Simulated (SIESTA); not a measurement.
The system is ZnF2.

```
Zn F
1.0
     4.70480    0.00000    0.00000
     0.00000    4.70480    0.00000
     0.00000    0.00000    3.13380
Zn F
2 4
Direct
  0.50000 0.50000 0.50000
  0.00000 0.00000 0.00000
  0.80240 0.19760 0.50000
  0.69760 0.69760 0.00000
  0.19760 0.80240 0.50000
  0.30240 0.30240 0.00000
```

Base run:

- Program: SIESTA 5.4.2
- Functional: PBEsol
- Potentials or basis: PseudoDojo 0.4 standard (PBEsol files)
- Basis: DZP (energy shift 0.003 Ry; two zetas on semicore shells)
- Grid cutoff: 800 Ry
- Energy shift: 0.003 Ry
- k mesh: 6 × 6 × 9
- Occupations: fermi-dirac, width 0.05 eV
- Spin: no spin polarisation

Its results: band gap on the k mesh 3.86 eV, direct; pressure 0.3 GPa; largest force 0.078 eV/Å.

**Question.** The run is repeated on the same cell with these changes: functional from PBEsol to PBE; potentials or basis from PseudoDojo 0.4 standard (PBEsol files) to PseudoDojo 0.4 standard (PBE files). What comes out?

**Answer.** Band gap on the k mesh 4.01 eV, direct; pressure 6.1 GPa; largest force 0.034 eV/Å.

Caveats: short orbitals over semicore shells can move pressures by several GPa; the valence orbitals were made in a potential fitted to the semicore shell under them, which widens gaps by tenths of an eV or more; the basis of atomic orbitals isn't converged, which shifts pressures, moduli and gaps.
